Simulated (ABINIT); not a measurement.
# Ag and the effect of the pressure

The cell as given:

Symmetry: Fm-3m, No. 225, cubic system. The conventional cell has a = 4.085 Å, b = 4.085 Å, c = 4.085 Å, α = 90.00°, β = 90.00°, γ = 90.00°. Around Ag (site symmetry m-3m) lie 12 Ag at 2.89 Å.

Kept alike: task relaxation of cell and atoms; functional PBE; k mesh 11 × 11 × 11; occupations fermi-dirac, width 0.05 eV; no spin polarisation. Program: ABINIT, JTH PAW PBE v2.0, cutoff 463 eV. The mesh is that of the run's cell of 1 atom. No spin-orbit coupling.

```tsv
pressure, P (GPa)	volume (Å³/atom)
0	17.834
5	16.992
10	?
20	15.430
30	14.746
```

The relaxations keep at least the cell's symmetry (Fm-3m). For a metal such a mesh leaves the last digits unconverged. The runs follow the start's structure, whether or not it is the stable one at these pressures. P is the pressure aimed at, which the runs meet within some hundredths to tenths of a GPa.

**Question.** Fit the rows shown and predict the run at 10 GPa.

**Answer.** Murnaghan's form V = V0 (1 + B′P/B0)^(-1/B′) through the rows shown has V0 = 17.8322, B0 = 91.38 GPa and B′ = 5.33 (largest miss 0.0056); at P = 10 it gives 16.359 Å³/atom. The run gave: volume 16.362 Å³/atom.
